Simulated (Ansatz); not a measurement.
# Ta: the cost of one run

Program: Ansatz 0.2.0. Level of theory: DFT PBE, scalar-relativistic, plane waves, PAW. These are calculated values, not measurements.

1 further run of the same task is left out (set aside as unsound or not needed).

### Step 1. The system as given

The structure is cubic, space group Im-3m (No. 229). The conventional cell has a = 3.319 Å, b = 3.319 Å, c = 3.319 Å, α = 90.00°, β = 90.00°, γ = 90.00°. Ta (site symmetry m-3m) is surrounded by 8 Ta at 2.87 Å.

As a file:

```xyz
1
Lattice="-1.6594 1.6594 1.6594 1.6594 -1.6594 1.6594 1.6594 1.6594 -1.6594" Properties=species:S:1:pos:R:3 pbc="T T T"
Ta    0.0000    0.0000    0.0000
```

It is the result of an earlier relaxation at this level (volume 18.28 Å³/atom; gap on the mesh: none (metal)).

### Step 2. Static run: bands, density of states and charges

File input.yaml:

```yaml
crystal:
  lattice:
    - [-1.6593948202, 1.6593948202, 1.6593948202]
    - [1.6593948202, -1.6593948202, 1.6593948202]
    - [1.6593948202, 1.6593948202, -1.6593948202]
  atoms:
    - { symbol: Ta, position: [0.0, 0.0, 0.0] }
basis:
  ecutwfc: 420
kpoints:
  mp_grid: { grid: [18, 18, 18] }
  band_path:
    path:
      - [[0.0, 0.0, 0.0], [0.5, -0.5, 0.5], [0.0, 0.0, 0.5], [0.0, 0.0, 0.0], [0.25, 0.25, 0.25], [0.5, -0.5, 0.5]]
      - [[0.25, 0.25, 0.25], [0.0, 0.0, 0.5]]
    npoints: 14
hamiltonian:
  xc: pbe
scf:
  occupations: { method: gaussian, width: 0.1 }
  n_extra_bands: 6
output:
  forces: true
  stress: true
  eigenvalues: true
  populations: true
  dos: { projected: true, de: 0.02, nscf_kmesh: { grid: [27, 27, 27] } }
  bader: true
```

Command:

```console
$ ansatz run input.yaml --threads 1 --pin off --max-ram 2560MiB --backend cpu --events-out ev --progress --plain --runs-dir out
```

**Question.** How long does this run take on 1 thread of Intel Xeon 6975P-C (Granite Rapids), shared host, and how much memory does it need?

About 13 s, with a peak of 0.39 GiB.
